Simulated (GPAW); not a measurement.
Set up this calculation in GPAW 26.7.0, as an ASE script.

| Item | Value |
| --- | --- |
| Task | optical spectrum by the Bethe-Salpeter equation |
| Functional | PBE |
| Potentials or basis | GPAW PAW data sets (gpaw-data 1.2.1) |
| Cutoff | 400 eV |
| Basis | pw |
| k mesh | 6 × 6 × 6 |
| Occupations | fermi-dirac, width 0.001 eV |
| Spin | no spin polarisation |
| Valence bands | 3 |
| Conduction bands | 2 |
| Scissors | 1 eV |
| Response ecut | 40 eV |
| Maxiter | 150 |
| Response k mesh | 5 × 5 × 5 |
| Bse mode | BSE |
| Integrate gamma | sphere |
| Eta | 0.1 eV |
| Direction | 0 |
| Response bands | 49 |

The structure of CdTe lies in CdTe.xyz:

```xyz
2
Lattice="0.0000000000 3.2678590959 3.2678590959 3.2678590959 0.0000000000 3.2678590959 3.2678590959 3.2678590959 0.0000000000" Properties=species:S:1:pos:R:3 pbc="T T T"
Te     4.9017886438      4.9017886438      4.9017886438
Cd     0.0000000000      0.0000000000      0.0000000000
```

These files were run (other wordings do the same):

run.py

```python
import numpy as np
from ase.dft.bandgap import bandgap
from ase.io import read, write
from gpaw import GPAW, PW
from gpaw.response.bse import BSE

atoms = read('CdTe.xyz')

calc = GPAW(mode=PW(400),
            xc='PBE',
            kpts={'size': (6, 6, 6), 'gamma': True},
            occupations={'name': 'fermi-dirac', 'width': 0.001},
            nbands=18,
            convergence={'density': 1e-06},
            maxiter=150,
            txt='gpaw.txt')
atoms.calc = calc
energy = atoms.get_potential_energy()
calc.write('gs.gpw')
write('result.traj', atoms)
print(f'Energy: {energy:.6f} eV')
print('Fermi level:', round(calc.get_fermi_level(), 4), 'eV')
print(f'Gap: {bandgap(calc)[0]:.4f} eV, direct: {bandgap(calc, direct=True)[0]:.4f} eV')

dense = calc.fixed_density(kpts={'size': (5, 5, 5), 'gamma': True},
                           nbands=55, convergence={'bands': 49, 'eigenstates': 1e-7},
                           update_fermi_level=True, txt='dense.txt')
dense.write('dense.gpw', mode='all')
gap = bandgap(dense, direct=True)[0]
print(f'Direct gap on the dense mesh: {gap:.4f} eV')

bse = BSE('dense.gpw',
          ecut=40,
          valence_bands=range(6, 9),
          conduction_bands=range(9, 11),
          nbands=49,
          mode='BSE',
          integrate_gamma='sphere',
          direction=0,
          txt='bse.txt',
          eshift=1)
bse.get_dielectric_function(w_w=np.linspace(0, 11, 221), eta=0.1, filename='bse.csv', write_eig='eig.dat')
_, energies, weights = np.loadtxt('eig.dat', unpack=True)
bright = energies[weights > 1e-3 * weights.max()]
print(f'Lowest exciton {energies.min():.4f} eV, lowest bright one {bright.min():.4f} eV')
```

Potentials or basis: GPAW PAW data sets (gpaw-data 1.2.1), pw.

Command:

```sh
$ OMP_NUM_THREADS=1 python run.py
```

Results of the run:

```
Band gap on the k mesh, mean-field level : 0.69 eV, direct
Exciton binding energy                   : 0.09 eV
```

Caveat: the band lists can cut through equal levels, which moves peak heights; on so coarse a mesh excitons come out too strongly bound; on this mesh the treatment of q = 0 moves the result by about a tenth of an eV; the long-wavelength limit can be off by several per cent where d states take part; the static dielectric constant lacks the antiresonant part and is too small; spectra need much finer meshes, so this one isn't converged; spin-orbit coupling is left out, which moves the levels of the heavy elements; an odd mesh through Γ misses points on the zone boundary, where band edges often lie.

It took 4.9 min on 1 thread of Arm Neoverse V1, on a shared host, peak memory 0.32 GiB.
